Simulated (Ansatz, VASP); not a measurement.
**One calculation of Al2Cu, two programs**

```xyz
6
Lattice="4.7832 0.0000 0.0000 -2.3916 4.1424 0.0000 0.0000 0.0000 4.4431" Properties=species:S:1:pos:R:3 pbc="T T T"
Al    0.0000    0.0000    0.0000
Al   -0.7972    1.3808    2.2215
Al    1.5944    2.7616    2.2215
Al    1.5944    0.0000    2.2215
Cu    2.3916    1.3808    0.0000
Cu    0.0000    2.7616    0.0000
```

Alike in both runs: task relaxation of cell and atoms; functional PBE; k mesh 6 × 6 × 4; occupations gaussian, width 0.1 eV; no spin polarisation.

|  | VASP | Ansatz |
| --- | --- | --- |
| version | VASP 6.6.1 | Ansatz 0.2.0 |
| potentials or method | VASP PAW PBE potentials, release 64 (Al, Cu) | scalar-relativistic, plane waves, PAW |
| plane-wave cutoff (eV) | 600 | 420 |
| valence electrons in the cell | 34 | 50 |

|  | VASP | Ansatz | Ansatz less VASP |
| --- | --- | --- | --- |
| gap on the k mesh at the Fermi level, each at its own relaxed structure (eV) | none | none | - |
| relaxed volume (Å³/atom) | 14.78 | 14.76 | -0.020 |
| relaxed cell length with the largest relative difference (Å) | 4.410 | 4.405 | -0.0051 |
| energy change over the relaxation (meV/atom) | -7 | -7 | -0.2 |

A gap of «none» marks a metal or a gap that the smearing closes. The two sets of potentials don't hold the same shells in valence.
